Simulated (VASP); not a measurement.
**HfS2: relaxation of cell and atoms with PBEsol**

HfS2:

```xyz
3
Lattice="3.5879 0.0000 0.0000 -1.7940 3.1073 0.0000 0.0000 0.0000 5.9527" Properties=species:S:1:pos:R:3 pbc="T T T"
Hf    0.0000    0.0000    0.0000
S     1.7940    1.0358    4.5053
S     0.0000    2.0715    1.4474
```

The cell is a database's computed one.

```yaml
Program: VASP 6.6.1
Task: relaxation of cell and atoms
Functional: PBEsol
Potentials_or_basis: VASP PAW PBE potentials, release 64 (Hf_pv, S)
Cutoff: 600 eV
k_mesh: 9 × 9 × 5
Occupations: gaussian, width 0.03 eV
Spin: no spin polarisation
Further_INCAR_settings: ALGO = Normal; EDIFF = 1e-07; IBRION = 2; EDIFFG = -0.005; NSW = 90; ISIF = 3
```

* Relaxed volume: 22.12 Å³/atom
* Relaxed cell: a = 3.588 Å, b = 3.588 Å, c = 5.952 Å, α = 90.00°, β = 90.00°, γ = 120.00°
* Space group after relaxing (to 0.05 Å): P-3m1 (No. 164)
* Energy gained by relaxing: 0.0 meV/atom
* Ionic steps: 3
* Pressure after relaxing: 0.0 GPa
* Band gap on the k mesh: 0.98 eV, indirect (least direct gap 1.86 eV)

Final structure:
```xyz
3
Lattice="3.5877 0.0000 0.0000 -1.7939 3.1071 0.0000 0.0000 0.0000 5.9518" Properties=species:S:1:pos:R:3 pbc="T T T"
Hf    0.0000    0.0000    0.0000
S     1.7939    1.0357    4.5047
S     0.0000    2.0714    1.4471
```

Levels at points of the mesh, in eV from the valence-band top:
| k point | band 9 | band 10 | band 11 | band 12 | band 13 | band 14 |
| --- | --- | --- | --- | --- | --- | --- |
| (0.00, 0.00, 0.00) | -0.06 | 0.00 | 0.00 | 1.97 | 1.97 | 2.52 |

Run time: 48 s on 1 thread of Intel(R) Xeon(R) 6975P-C (Granite Rapids), with other jobs on the host, peak memory 0.24 GiB.

Caveat: the PAW data sets were made with another functional, which shifts forces and pressure a little; spin-orbit coupling is left out, which moves the levels of the heavy elements; an odd mesh through Γ misses points on the zone boundary, where band edges often lie; this functional lacks dispersion, which binds the layers, so the pressure and a relaxed spacing across them are unreliable. As with any semilocal functional, this PBEsol gap is likely too small.
